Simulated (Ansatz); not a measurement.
Crystal: CdS.

```
CELL_PARAMETERS angstrom
0.00000 2.75324 2.75324
2.75324 0.00000 2.75324
2.75324 2.75324 0.00000
ATOMIC_POSITIONS crystal
Cd 0.00000 0.00000 0.00000
S 0.50000 0.50000 0.50000
```

Measurements of this composition are mostly on another form, of space group No. 186.

Base run:

* Program: Ansatz 0.2.0
* Functional: RPBE
* Potentials or basis: all-electron LAPW, scalar-relativistic
* Cutoff: 204 eV (chosen from the basis error)
* Basis error allowed: 0.001 eV/atom
* k mesh: 8 × 8 × 8
* Occupations: gaussian, width 0.1 eV
* Spin: no spin polarisation

Its results: band gap on the k mesh 0.39 eV, indirect (least direct gap 1.69 eV); pressure 2.1 GPa.

The run is repeated on the same cell with these changes: functional from RPBE to PBEsol. What comes out?

Band gap on the k mesh 0.14 eV, indirect (least direct gap 1.44 eV); pressure -4.4 GPa.

PBEsol binds more tightly than RPBE, so the same cell stands under less pressure.

A k mesh can miss the band edges.
